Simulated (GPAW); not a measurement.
The system is As.

```
As
1.0
     2.70368    0.00000    0.00000
     0.00000    2.70368    0.00000
     0.00000    0.00000    2.70368
As
1
Cartesian
  1.3518 1.3518 1.3518
```

This isn't the form of As at room conditions, which is rhombohedral.

* Program: GPAW 26.7.0
* Task: single point
* Functional: PBE
* Potentials or basis: GPAW PAW data sets (gpaw-data 1.2.1)
* Cutoff: 600 eV
* Basis: pw
* k mesh: 10 × 10 × 10
* Occupations: fermi-dirac, width 0.05 eV
* Spin: no spin polarisation

On this cell: pressure 2.2 GPa; band gap on the k mesh none (metal or under the smearing width).

The same run follows on a disturbed copy (cell strained at random at fixed volume):

```
As
1.0
     2.71004   -0.01738   -0.01186
    -0.01738    2.72970    0.03326
    -0.01186    0.03326    2.67219
As
1
Direct
  0.48435 0.50553 0.49638
```

Q: What does the disturbed cell give?

A: The energy (extrapolated to zero smearing) moves by +4.1 meV/atom; pressure 2.3 GPa; band gap on the k mesh none (metal or under the smearing width).

Stress tensor (GPa, compression positive):
```
 1.85  0.29  0.43
 0.29  0.45 -0.86
 0.43 -0.86  4.53
```
